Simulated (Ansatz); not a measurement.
## AlN (rocksalt) under strain

AlN in the rocksalt structure, relaxed with r2SCAN in Ansatz. Space group Fm-3m (No. 225), cubic; conventional cell a = 4.038 Å, 8.23 Å³ an atom. Around Al lie 6 N at 2.02 Å; around N lie 6 Al at 2.02 Å.

The axes x, y and z are those of this cell:
```yaml
crystal:
  lattice:
    - [0.00000, 2.01887, 2.01887]
    - [2.01887, 0.00000, 2.01887]
    - [2.01887, 2.01887, 0.00000]
  atoms:
    - { symbol: Al, position: [0.00000, 0.00000, 0.00000] }
    - { symbol: N, position: [0.50000, 0.50000, 0.50000] }
```

Unstrained: The PBE gap is indirect, 4.669 eV (Γ to X), below the direct gap of 5.726 eV at Γ. r2SCAN gives an indirect gap of 5.522 eV, from Γ to X; the least direct gap is 6.530 eV at Γ. With HSE06 the valence top lies at Γ and the conduction bottom at X, 6.083 eV higher; the smallest vertical gap, at Γ, is 7.266 eV. Meshes: PBE 10×10×10, r2SCAN 10×10×10, HSE06 8×8×8. Strains are changes of length per length, and xy shears are angles. After each strain the atoms were relaxed again with r2SCAN within the symmetry that the strain leaves, so tilts or polar shifts that break it weren't tested; points keep the names that they have in the unstrained zone. No spin polarisation. The prototype was imposed, so other structures may be more stable.

Changes of the least gap in eV (an overlap counts as a negative gap):
```tsv
strain	volume change (%)	space group	PBE	r2SCAN	HSE06	G0W0@PBE (mesh)	energy rise, r2SCAN (meV/atom)
epitaxial +1.5 % in the xy plane, free normal strain -1.11 %	+1.9	I4/mmm	-0.387	-0.398	-0.424	-0.44	5.5
xy shear, engineering strain (angle) +1.0 %	0.0	Immm	-0.112	-0.127	-0.128	-0.14	0.9
isotropic +1.0 % on every length	+3.0	Fm-3m	-0.287	-0.300	-0.314	-0.34	6.2
uniaxial -3.0 % along x	-3.0	I4/mmm	+0.050	+0.061	+0.055	-0.09	12.2
isotropic +0.5 % on every length	+1.5	Fm-3m	-0.144	-0.151	-0.159	-0.17	1.6
```
Unstrained, G0W0@PBE with 68 empty bands, a screening cutoff of 150 eV and a 6×6×6 mesh gives 6.32 eV on its mesh; the band count follows the volume. G0W0 values are finite-basis, finite-mesh values.

Epitaxial +1.5 % in the xy plane, free normal strain -1.11 %. HSE06: the gap goes from 6.083 to 5.659 eV (-0.424 eV); with r2SCAN the top three valence levels at Γ, degenerate before, become 2+1 from the top over 201 meV. Stress change with r2SCAN, compression positive: xx -6.93, yy -6.93, zz 0.00 GPa.

Xy shear, engineering strain (angle) +1.0 %. HSE06: the gap goes from 6.083 to 5.955 eV (-0.128 eV); with r2SCAN the top three valence levels at Γ, degenerate before, become 1+1+1 from the top over 143 meV. Stress change with r2SCAN, compression positive: xx +0.03, yy +0.03, zz -0.02, xy -3.39 GPa.

Isotropic +1.0 % on every length. HSE06: the gap goes from 6.083 to 5.769 eV (-0.314 eV). Stress change with r2SCAN, compression positive: xx -7.77, yy -7.77, zz -7.77 GPa. For HSE06, dE_g/d ln V = -10.5 eV over this step.

Uniaxial -3.0 % along x, other directions held. HSE06: the gap goes from 6.083 to 6.138 eV (+0.055 eV); with r2SCAN the top three valence levels at Γ, degenerate before, become 2+1 from the top over 233 meV. Stress change with r2SCAN, compression positive: xx +16.79, yy +5.77, zz +5.77 GPa.

Isotropic +0.5 % on every length. HSE06: the gap goes from 6.083 to 5.924 eV (-0.159 eV). Stress change with r2SCAN, compression positive: xx -4.01, yy -4.01, zz -4.01 GPa. For HSE06, dE_g/d ln V = -10.6 eV over this step.

The meshes of the hybrids are coarse, so their gaps aren't converged to the digits shown.

The splittings at Γ are without spin-orbit coupling, which regroups them where it is of like size or larger.
